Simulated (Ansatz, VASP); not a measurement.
**WC in VASP and in Ansatz**

```
W C
1.0
     2.71988    0.00000    0.00000
     0.00000    2.71988    0.00000
     0.00000    0.00000    2.74376
W C
1 1
Direct
  0.00000 0.00000 0.00000
  0.50000 0.50000 0.50000
```

Change from the starting cell: species swapped into the FePt type (P4/mmm, No. 123).

Alike in both runs: functional PBE; k mesh 6 × 6 × 4; occupations gaussian, width 0.1 eV; no spin polarisation.

Ansatz relaxed the structure, and its values are those at the end. VASP's run is a single point on that final structure, the one shown.

|  | VASP | Ansatz |
| --- | --- | --- |
| version | VASP 6.6.1 | Ansatz 0.2.0 |
| potentials or method | VASP PAW PBE potentials, release 64 (W_sv, C) | scalar-relativistic, plane waves, PAW |
| plane-wave cutoff (eV) | 520 | 420 |
| valence electrons in the cell | 18 | 18 |

```csv
,VASP,Ansatz,Ansatz less VASP
gap on the k mesh at the Fermi level (eV),none,none,-
pressure (GPa),1.3,0.0,-1.30
```

A gap of «none» marks a metal or a gap that the smearing closes. With one functional, cell and mesh, what is left measures potentials, basis and numerics.

Caveats: the k mesh is coarse (spacing up to 0.57 Å⁻¹), so the values aren't converged. The runs have no spin-orbit coupling, so splittings on W are missing.
